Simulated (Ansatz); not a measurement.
# What moves the field gradients of SiO₂?

Cell of run 1: a computed structure from the Materials Project (it need not be an observed phase), atoms as given.

Space group Cccm (No. 66); a = 10.2855, b = 11.9940, c = 10.0661 Å.

| site | Wyckoff | site symmetry | x | y | z |
| --- | --- | --- | --- | --- | --- |
| Si1 | 16m | 1 | 0.6061 | 0.7850 | 0.8490 |
| Si9 | 4b | 222 | 0.5000 | 0.0000 | 0.7500 |
| O11 | 16m | 1 | 0.5900 | 0.9196 | 0.8407 |
| O19 | 8l | ..m | 0.5822 | 0.7444 | 0.0000 |
| O23 | 8h | .2. | 0.5000 | 0.7294 | 0.7500 |
| O27 | 8k | ..2 | 0.2500 | 0.2500 | 0.8021 |

One atom of each set is listed; the run and its k-mesh use a cell of 30 atoms with edges of 7.90, 7.90, 10.07 Å.

All runs are DFT with Ansatz 0.2.0 (plane waves and PAW, scalar-relativistic unless spin–orbit coupling is named, Γ-centred meshes, Fermi–Dirac smearing where given) in this cell.

Run 1: PBE, atoms as given; 420 eV, 3×3×3 k-points, smearing 0.02 eV.
Run 2: r2SCAN, atoms as given; 500 eV, 3×3×3 k-points, smearing 0.02 eV.
Run 3: PBE, atoms as given; 550 eV, 3×3×3 k-points, smearing 0.02 eV.

| run | O11 V_zz (η) | O19 V_zz (η) | O23 V_zz (η) | O27 V_zz (η) |
| --- | --- | --- | --- | --- |
| 1 | 8.59 (0.20) | 9.13 (0.27) | 8.78 (0.23) | 9.33 (0.12) |
| 2 | 8.51 (0.20) | 9.02 (0.27) | 8.70 (0.23) | 9.24 (0.12) |
| 3 | ? | ? | ? | ? |

V_zz in 10²¹ V/m²; 4 of the 6 sets of like atoms are followed.

Problem. Estimate the row of run 3.

Solution. O11: 8.62 (0.20); O19: 9.16 (0.27); O23: 8.81 (0.23); O27: 9.35 (0.12). It lies nearest to run 1, from whose tensors on these sites it differs by 0.03 at most (largest principal value of the difference, on O27). Taken one at a time, the functional (r2SCAN with its higher cutoff) moves the tensors on these sites by up to 0.11 (largest principal value of the change, on O19), the cutoff by 0.03 (O27).

In runs 1, 3 the atoms aren't at the calculated equilibrium (largest force 0.48, 0.48 eV/Å).
